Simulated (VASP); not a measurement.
SiC (Moissanite):

```
CELL_PARAMETERS angstrom
3.07600 0.00000 0.00000
-1.53800 2.66389 0.00000
0.00000 0.00000 5.04800
ATOMIC_POSITIONS crystal
Si 0.66667 0.33333 0.50000
Si 0.33333 0.66667 0.00000
C 0.66667 0.33333 0.88500
C 0.33333 0.66667 0.38500
```

A sound run:

- Program: VASP 6.6.1
- Task: dielectric tensor
- Functional: PBE
- Potentials or basis: VASP PAW PBE potentials, release 64 (Si, C)
- Cutoff: 800 eV
- k mesh: 12 × 12 × 6
- Occupations: gaussian, width 0.01 eV
- Spin: no spin polarisation

It gives band gap on the k mesh 2.32 eV, indirect (least direct gap 4.08 eV).

What do these careless settings give instead: cutoff 520 eV in place of 800 eV; k mesh 4 × 4 × 2 in place of 12 × 12 × 6?

Band gap on the k mesh 2.57 eV, indirect (least direct gap 4.06 eV). The run converged, but these numbers show the error of the settings and aren't properties of the crystal.
